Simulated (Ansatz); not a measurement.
BaTiO3:

```
CELL_PARAMETERS angstrom
0.00000 -2.83705 -2.84580
-3.98410 2.83705 -2.84580
3.98410 2.83705 -2.84580
ATOMIC_POSITIONS crystal
Ba 0.01483 0.52342 0.49595
Ba 0.98517 0.97658 0.00405
Ti 0.46949 0.00348 0.49813
Ti 0.51471 0.48862 0.99397
O 0.48613 0.25419 0.28052
O 0.52967 0.75371 0.72738
O 0.43502 0.81668 0.27996
O 0.55996 0.18961 0.72633
O 0.02114 0.00157 0.50510
O 0.99144 0.49592 0.99239
```

Base run:

```yaml
Program: Ansatz 0.2.0
Functional: PBEsol
Potentials_or_basis: Ansatz PAW
Cutoff: 420 eV
Density_cutoff: 1680 eV
k_mesh: 7 × 5 × 5
Occupations: fermi-dirac, width 0.05 eV
Spin: spin-orbit coupling, no magnetisation
```

Its results: band gap on the k mesh 0.58 eV, indirect (least direct gap 0.71 eV); pressure 11.2 GPa; largest force 11.300 eV/Å.

Problem. The run is repeated on the same cell with these changes: functional from PBEsol to r2SCAN; cutoff from 420 eV to 500 eV; density cutoff from 1680 eV to 2000 eV; spin from spin-orbit coupling, no magnetisation to no spin polarisation; potential files from those of the base run to others of the same set. What comes out?

Solution. Band gap on the k mesh 0.78 eV, indirect (least direct gap 0.93 eV); pressure 14.7 GPa; largest force 11.841 eV/Å.

Several settings changed at once, so the effect can't be laid on one alone.

Caveats: the PAW data sets come from PBE, with cores solved anew for the run's functional, which leaves a small shift of forces and pressure; forces of over 1 eV/Å show positions far from the minimum, so gaps and moduli don't describe the material at rest; spin-orbit coupling is left out, which moves the levels of the heavy elements (some runs).

A k mesh can miss the band edges.

Not every run made on this cell is shown here.
